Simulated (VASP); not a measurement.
# Si2Mo (I4/mmm) in VASP: further runs

The runs below take Si2Mo through relaxation of cell and atoms, vibrations by finite differences, with PBE.

Everything below comes from runs of VASP 6.6.1. Logs are shortened: lines on timing, memory, paths and dates and some standing lists are left out, and cuts for length are marked.

## (1) The structure

Symmetry: I4/mmm, No. 139, tetragonal system. The conventional cell has a = 3.200 Å, b = 3.200 Å, c = 7.861 Å, α = 90.00°, β = 90.00°, γ = 90.00°. Around Si (site symmetry 4mm) lie 5 Si at 2.61 to 2.63 Å and 5 Mo at 2.62 Å. Mo (site symmetry 4/mmm) is surrounded by 10 Si at 2.62 Å.

## (2) Relaxation of cell and atoms, PBE

Contents of INCAR:

```
  PREC = Accurate
  ENCUT = 520
  EDIFF = 1E-7
  ISMEAR = 0
  SIGMA = 0.1
  LREAL = False
  LASPH = True
  NELM = 100
  ALGO = Fast
  ISIF = 3
  LWAVE = False
  LCHARG = False
  GGA = PE
  IBRION = 2
  NSW = 80
  EDIFFG = -0.002
  KPAR = 4
```

Contents of KPOINTS:

```
regular mesh
0
Gamma
  18 18 18
```

Contents of POSCAR:

```
Si2Mo
1.0
   -1.6000000000      1.6000000000      3.9305000000
    1.6000000000     -1.6000000000      3.9305000000
    1.6000000000      1.6000000000     -3.9305000000
Si Mo
2 1
Direct
    0.3330000000      0.3330000000      0.0000000000
    0.6670000000      0.6670000000      0.0000000000
    0.0000000000      0.0000000000      0.0000000000
```

Potentials or basis: VASP PAW PBE potentials, release 64 (Si, Mo).

On the command line:

```console
cat potpaw_PBE.64/Si/POTCAR potpaw_PBE.64/Mo/POTCAR > POTCAR
mpirun -np 4 vasp_std > vasp.out
```

OUTCAR:

```text
PREC = Accurate
   ENCUT = 520
   EDIFF = 1E-7
   ISMEAR = 0
   LREAL = False
   LASPH = True
   NELM = 100
   ISIF = 3
   GGA = PE
   IBRION = 2
   NSW = 80
   EDIFFG = -0.002

 ion  position               nearest neighbor table
   1  0.333  0.333  0.000-   2 2.61   2 2.61   2 2.61   2 2.61   3 2.62   3 2.62   3 2.62   3 2.62
                             3 2.62   2 2.63
   2  0.667  0.667  0.000-   1 2.61   1 2.61   1 2.61   1 2.61   3 2.62   3 2.62   3 2.62   3 2.62
                             3 2.62   1 2.63
   3  0.000  0.000  0.000-   2 2.62   1 2.62   2 2.62   1 2.62   2 2.62   1 2.62   1 2.62   2 2.62
                             1 2.62   2 2.62

  LATTYP: Found a body centered tetragonal cell.
 ALAT       =     3.2000000000
 C/A-ratio  =     2.4565625000

  Lattice vectors:

 A1 = (  -1.6000000000,   1.6000000000,   3.9305000000)
 A2 = (   1.6000000000,  -1.6000000000,   3.9305000000)
 A3 = (   1.6000000000,   1.6000000000,  -3.9305000000)

Analysis of symmetry for initial positions (statically):
=====================================================================
 Subroutine PRICEL returns:
 Original cell was already a primitive cell.

 Routine SETGRP: Setting up the symmetry group for a
 body centered tetragonal supercell.

 Subroutine GETGRP returns: Found 16 space group operations
 (whereof 16 operations were pure point group operations)
 out of a pool of 16 trial point group operations.

The static configuration has the point symmetry D_4h.

Analysis of symmetry for dynamics (positions and initial velocities):
=====================================================================
 Subroutine PRICEL returns:
 Original cell was already a primitive cell.

 Routine SETGRP: Setting up the symmetry group for a
 body centered tetragonal supercell.

 Subroutine GETGRP returns: Found 16 space group operations
 (whereof 16 operations were pure point group operations)
 out of a pool of 16 trial point group operations.

The dynamic configuration has the point symmetry D_4h.

 Subroutine INISYM returns: Found 16 space group operations
 (whereof 16 operations are pure point group operations),
 and found     1 'primitive' translations

----------------------------------------------------------------------------------------

                                     Primitive cell

  volume of cell :      40.2483

  direct lattice vectors                    reciprocal lattice vectors
    -1.600000000  1.600000000  3.930500000     0.000000000  0.312500000  0.127210279
     1.600000000 -1.600000000  3.930500000     0.312500000  0.000000000  0.127210279
     1.600000000  1.600000000 -3.930500000     0.312500000  0.312500000  0.000000000

  length of vectors
     4.535287229  4.535287229  4.535287229     0.337399918  0.337399918  0.441941738

  position of ions in fractional coordinates (direct lattice)
     0.333000000  0.333000000  0.000000000
     0.667000000  0.667000000  0.000000000
     0.000000000  0.000000000  0.000000000

  ion indices of the primitive-cell ions
   primitive index   ion index
                 1           1
                 2           2
                 3           3

----------------------------------------------------------------------------------------

 KPOINTS: regular mesh

Automatic generation of k-mesh.
 Grid dimensions read from file:
 generate k-points for:   18   18   18

 Generating k-lattice:

  Cartesian coordinates                     Fractional coordinates (reciprocal lattice)
     0.000000000  0.017361111  0.007067238     0.055555556  0.000000000  0.000000000
     0.017361111  0.000000000  0.007067238     0.000000000  0.055555556  0.000000000
     0.017361111  0.017361111  0.000000000     0.000000000  0.000000000  0.055555556

  Length of vectors
     0.018744440  0.018744440  0.024552319

  Shift w.r.t. Gamma in fractional coordinates (k-lattice)
     0.000000000  0.000000000  0.000000000

 Subroutine IBZKPT returns following result:
 ===========================================

 Found    480 irreducible k-points:

 Following reciprocal coordinates:
            Coordinates               Weight
  0.000000  0.000000  0.000000      1.000000
  0.055556  0.000000 -0.000000      8.000000
  0.111111  0.000000 -0.000000      8.000000
  0.166667  0.000000 -0.000000      8.000000
  0.222222  0.000000 -0.000000      8.000000
  0.277778  0.000000 -0.000000      8.000000
[... 16 lines left out ...]
 -0.277778  0.055556  0.000000     16.000000
 -0.222222  0.055556  0.000000     16.000000
 [... further k-points ...]
   k-points           NKPTS =    480   k-points in BZ     NKDIM =    480   number of bands    NBANDS=     11
   number of dos      NEDOS =    301   number of ions     NIONS =      3
   total plane-waves  NPLWV =  46656
   dimension x,y,z NGX =    36 NGY =   36 NGZ =   36
   dimension x,y,z NGXF=    72 NGYF=   72 NGZF=   72
   ions per type =               2   1
   NGX,Y,Z   is equivalent  to a cutoff of  13.20, 13.20, 13.20 a.u.
   NGXF,Y,Z  is equivalent  to a cutoff of  26.39, 26.39, 26.39 a.u.
 SYSTEM =  unknown system
   PREC   = accura    normal or accurate (medium, high low for compatibility)
   ISTART =      0    job   : 0-new  1-cont  2-samecut
   ICHARG =      2    charge: 1-file 2-atom 10-const
   ISPIN  =      1    spin polarized calculation?
   LNONCOLLINEAR =      F non collinear calculations
   LSORBIT =      F    spin-orbit coupling
   LASPH  =      T    aspherical Exc in radial PAW
   ENCUT  =  520.0 eV  38.22 Ry    6.18 a.u.   8.43  8.43  8.43*2*pi/ulx,y,z
   NELM   =    100;   NELMIN=  2; NELMDL= -5     # of ELM steps
   EDIFF  = 0.1E-06   stopping-criterion for ELM
   LREAL  =      F    real-space projection
   EDIFFG = -.2E-02   stopping-criterion for IOM
   NSW    =     80    number of steps for IOM
   IBRION =      2    ionic relax: 0-MD 1-quasi-New 2-CG
   NFREE  =      1    steps in history (QN), initial steepest desc. (CG)
   ISIF   =      3    stress and relaxation
   ISYM   =      2    0-nonsym 1-usesym 2-fastsym
   POTIM  = 0.5000    time-step for ionic-motion
   TEBEG  =    0.0;   TEEND  =   0.0 temperature during run
   PSTRESS=    0.0 pullay stress
   NELECT =      14.0000    total number of electrons
   NUPDOWN=      -1.0000    fix difference up-down
   EMIN   =  10.00;   EMAX   =-10.00  energy-range for DOS
   EFERMI =   0.00;   METHOD = LEGACY
   ISMEAR =     0;   SIGMA  =   0.10  broadening in eV -4-tet -1-fermi 0-gaus
   EFERMI_NEDOS =   21; number of points for ismear=-14 and -15
   IALGO  =     68    algorithm
   IMIX   =      4    mixing-type and parameters
     AMIX     =   0.40;   BMIX     =  1.00
     AMIX_MAG =   1.60;   BMIX_MAG =  1.00
  volume/ion in A,a.u.               =      13.42        90.54
  Fermi-wavevector in a.u.,A,eV,Ry     =   1.151335  2.175707 18.035496  1.325572
  Thomas-Fermi vector in A             =   2.287993
   LORBIT       =      0    0 simple, 1 ext, 2 COOP (PROOUT), +10 PAW based schemes
   GGA     = PE    functional components
   LHFCALC =     F    Hartree Fock is set to
   AEXX    =    0.0000 exact exchange contribution
   IVDW    =     0    specifies the selected vdW correction
   LEPSILON=     F    determine dielectric tensor
   LRPA    =     F    only Hartree local field effects (RPA)
 conjugate gradient relaxation of ions
 non-spin polarized calculation
 RMM-DIIS sequential band-by-band and
 Gauss-broadening in eV      SIGMA  =   0.10
  energy-cutoff  :      520.00
  volume of cell :       40.25
 maximum number of plane-waves:      1112
 NGX is ok and might be reduce to    36
   NGX = 17   NGY = 17   NGZ = 17

--------------------------------------- Ionic step        1  -------------------------------------------

 number of electron      14.0000000 magnetization

 Free energy of the ion-electron system (eV)
  ---------------------------------------------------
  ext. energy  EPLUGINS =         0.00000000
  ---------------------------------------------------
  free energy    TOTEN  =       -23.30869266 eV

  energy without entropy =      -23.30756967  energy(sigma->0) =      -23.30813117

 E-fermi :  10.0389     XC(G=0): -12.3096

 val. band max:        9.9659402876   @ k =  -0.3889  -0.4444   0.3889
 cond. band min:      10.0410190744   @ k =  -0.4444  -0.4444   0.2778
 fundamental gap:      0.0750787868
 Fermi energy:        10.0389128090

 k-point     1 :       0.0000    0.0000    0.0000
  band No.  band energies     occupation
      1      -3.4292      2.00000
      2       3.7001      2.00000
      3       6.5610      2.00000
      4       7.0128      2.00000
      5       7.3738      2.00000
      6       7.3738      2.00000
      7      10.4222      0.00000
      8      13.1571      0.00000
      9      13.2544      0.00000
     10      13.7657      0.00000
     11      13.7657      0.00000
[... 541 lines left out ...]
  energy  without entropy=      -23.3149155576  energy(sigma->0) =      -23.31550944

--------------------------------------- Ionic step        7  -------------------------------------------

 number of electron      14.0000000 magnetization

 Free energy of the ion-electron system (eV)
  ---------------------------------------------------
  ext. energy  EPLUGINS =         0.00000000
  ---------------------------------------------------
  free energy    TOTEN  =       -23.31610873 eV

  energy without entropy =      -23.31492252  energy(sigma->0) =      -23.31551562

 E-fermi :   9.8916     XC(G=0): -12.2624

 val. band max:        9.8816962412   @ k =  -0.1111  -0.1111   0.0556
 cond. band min:       9.8957411675   @ k =  -0.1667  -0.1667   0.1111
 fundamental gap:      0.0140449263
 Fermi energy:         9.8915694637

 k-point     1 :       0.0000    0.0000    0.0000
  band No.  band energies     occupation
      1      -3.4509      2.00000
      2       3.5753      2.00000
      3       6.4689      2.00000
      4       6.8861      2.00000
      5       7.2986      2.00000
      6       7.2986      2.00000
      7      10.2233      0.00000
      8      13.0209      0.00000
      9      13.2388      0.00000
     10      13.4591      0.00000
     11      13.4591      0.00000
[... 352 lines left out ...]
  FREE ENERGIE OF THE ION-ELECTRON SYSTEM (eV)
  ---------------------------------------------------
  free  energy   TOTEN  =       -23.3161087312 eV

  energy  without entropy=      -23.3149225185  energy(sigma->0) =      -23.31551562

 reached required accuracy - stopping structural energy minimisation
```

It took 4.1 min on 4 MPI ranks of AMD EPYC 9R45 (Zen 5), shared host; peak memory 0.4 GiB.

What came out:

```yaml
Free_energy: -23.3161 eV
Relaxed_volume: 13.55 Å³/atom
Relaxed_cell: a = 4.543 Å, b = 4.543 Å, c = 4.543 Å, α = 138.56°, β = 138.56°, γ = 60.05°
Space_group_after_relaxing_to_0.05_Å: I4/mmm (No. 139)
Energy_gained_by_relaxing: 2.5 meV/atom
Ionic_steps: 7
Pressure_after_relaxing: 0.0 GPa
Band_gap_on_the_k_mesh: none (metal or under the smearing width)
```

Step by step:
```csv
step,energy change (eV),largest force (eV/Å),pressure (GPa),volume (Å³)
1,0.0000,0.2925,1.79,40.25
2,-0.0034,0.0716,-2.48,41.13
3,-0.0058,0.1571,-0.85,40.78
4,-0.0071,0.0474,0.40,40.58
5,-0.0073,0.0130,0.03,40.64
6,-0.0074,0.0047,-0.01,40.65
7,-0.0074,0.0010,0.00,40.65
```

Final structure:
```yaml
crystal:
  lattice:
    - [-1.60728, 1.60728, 3.93336]
    - [1.60728, -1.60728, 3.93336]
    - [1.60728, 1.60728, -3.93336]
  atoms:
    - { symbol: Si, position: [0.33511, 0.33511, 0.00000] }
    - { symbol: Si, position: [0.66489, 0.66489, 0.00000] }
    - { symbol: Mo, position: [0.00000, 0.00000, 0.00000] }
```

Levels at points of the mesh, in eV from the Fermi level:
| k point | band 5 | band 6 | band 7 | band 8 | band 9 | band 10 |
| --- | --- | --- | --- | --- | --- | --- |
| (0.00, 0.00, 0.00) | -2.59 | -2.59 | 0.33 | 3.13 | 3.35 | 3.57 |
| (0.50, 0.00, 0.00) | -2.56 | -2.54 | -0.51 | 2.19 | 3.16 | 3.96 |
| (0.50, 0.50, 0.00) | -4.39 | -3.01 | -1.26 | 2.23 | 2.66 | 3.19 |
| (0.50, 0.50, 0.50) | -0.58 | -0.58 | -0.45 | -0.45 | 0.46 | 4.87 |

PBE usually gives volumes a little too large and moduli too small. Zero-point motion and thermal expansion aren't in these numbers.

## (3) Relaxation of cell and atoms, PBE

This run uses another cell than the first one, of 13.55 Å³/atom, 1.010 times its volume.

INCAR is that of step 2.

KPOINTS is that of step 2.

Contents of POSCAR:

```
Si2Mo                                   
1.0
   -1.6072814322      1.6072814322      3.9333566023
    1.6072814322     -1.6072814322      3.9333566023
    1.6072814322      1.6072814322     -3.9333566023
  Si              Mo            
     2     1
Direct
     0.3351081647074885    0.3351081647074885    0.0000000000000000
     0.6648918352925115    0.6648918352925115    0.0000000000000000
     0.0000000000000000    0.0000000000000000    0.0000000000000000
```

Potentials or basis: VASP PAW PBE potentials, release 64 (Si, Mo).

On the command line:

```console
cat potpaw_PBE.64/Si/POTCAR potpaw_PBE.64/Mo/POTCAR > POTCAR
mpirun -np 4 vasp_std > vasp.out
```

Wall time 74 s (4 MPI ranks of AMD EPYC 9R45 (Zen 5), shared host); peak memory 0.39 GiB.

It converged, with:

- Free energy: -23.3162 eV
- Pressure after relaxing: 0.0 GPa
- Band gap on the k mesh: none (metal or under the smearing width)

Final structure:
```xyz
3
Lattice="-1.6073 1.6073 3.9334 1.6073 -1.6073 3.9334 1.6073 1.6073 -3.9334" Properties=species:S:1:pos:R:3 pbc="T T T"
Si    0.0000    0.0000    2.6362
Si    0.0000    0.0000    5.2305
Mo    0.0000    0.0000    0.0000
```

Levels at points of the mesh, in eV from the Fermi level:
```
           k point  band 4  band 5  band 6  band 7  band 8  band 9  band 10  band 11
(0.00, 0.00, 0.00)   -3.01   -2.59   -2.59    0.33    3.13    3.35     3.57     3.57
(0.50, 0.00, 0.00)   -4.49   -2.56   -2.54   -0.51    2.19    3.16     3.96     4.30
(0.50, 0.50, 0.00)   -5.19   -4.39   -3.01   -1.26    2.23    2.66     3.19     3.29
(0.50, 0.50, 0.50)   -2.16   -0.58   -0.58   -0.45   -0.45    0.46     4.87     5.01
```

Caveat: the relaxation stopped at its first step, so nothing moved.

## (4) Vibrations by finite differences, PBE

This run uses another cell than the first one, of 13.55 Å³/atom, 1.010 times its volume.

Contents of INCAR:

```
SYSTEM = Si2Mo
PREC     = Accurate       ! precision mode
ENCUT    = 520            ! plane-wave cutoff, eV
EDIFF    = 1E-8           ! SCF threshold, eV
ISMEAR   = 0              ! smearing method
SIGMA    = 0.1            ! smearing width, eV
LREAL    = .FALSE.        ! projectors in reciprocal space
LASPH    = .TRUE.         ! aspherical terms in the spheres
NELM     = 100            ! most SCF steps
ALGO     = Fast           ! electronic algorithm
ISIF     = 3              ! what is computed and relaxed
LWAVE    = .FALSE.        ! write WAVECAR
LCHARG   = .FALSE.        ! write CHGCAR
GGA      = PE             ! functional
NBANDS   = 14             ! bands
IBRION   = 6              ! ionic algorithm
NFREE    = 2            
POTIM    = 0.015          ! step
NSW      = 1              ! ionic steps
KPAR     = 4
```

Contents of KPOINTS:

```
regular mesh
0
G
  18 18 18
  0 0 0
```

Contents of POSCAR:

```
Si2Mo                                   
1.0
   -1.6072814322      1.6072814322      3.9333566023
    1.6072814322     -1.6072814322      3.9333566023
    1.6072814322      1.6072814322     -3.9333566023
  Si              Mo            
     2     1
Direct
     0.3351081647074921    0.3351081647074921    0.0000000000000000
     0.6648918352925079    0.6648918352925079    0.0000000000000000
     0.0000000000000000    0.0000000000000000    0.0000000000000000
```

On the command line:

```console
cat potpaw_PBE.64/Si/POTCAR potpaw_PBE.64/Mo/POTCAR > POTCAR
mpirun -np 4 vasp_std > vasp.out
```

It took 41 min on 4 MPI ranks of AMD EPYC 9R45 (Zen 5), shared host; peak memory 1.4 GiB.

Results (log left out):

| Item | Value |
| --- | --- |
| Voigt bulk modulus | 212 GPa |
| Highest phonon frequency at Γ | 428 cm⁻¹ |

Phonon frequencies in cm⁻¹ (negative: imaginary):
```csv
q point,frequencies
"(0.000, 0.000, 0.000)",0 0 0 271 271 314 323 323 428
```

Elastic tensor in Voigt notation (GPa, in the Cartesian axes of the cell as first typed):
```
403 114  92   0   0   0
114 403  92   0   0   0
 92  92 503   0   0   0
  0   0   0 197   0   0
  0   0   0   0 197   0
  0   0   0   0   0 191
```

Clamped-ion elastic tensor (GPa):
```
405 115  95   0   0   0
115 405  95   0   0   0
 95  95 509   0   0   0
  0   0   0 199   0   0
  0   0   0   0 199   0
  0   0   0   0   0 191
```

Caveat: elastic constants of metals need much finer meshes, so these are rough.
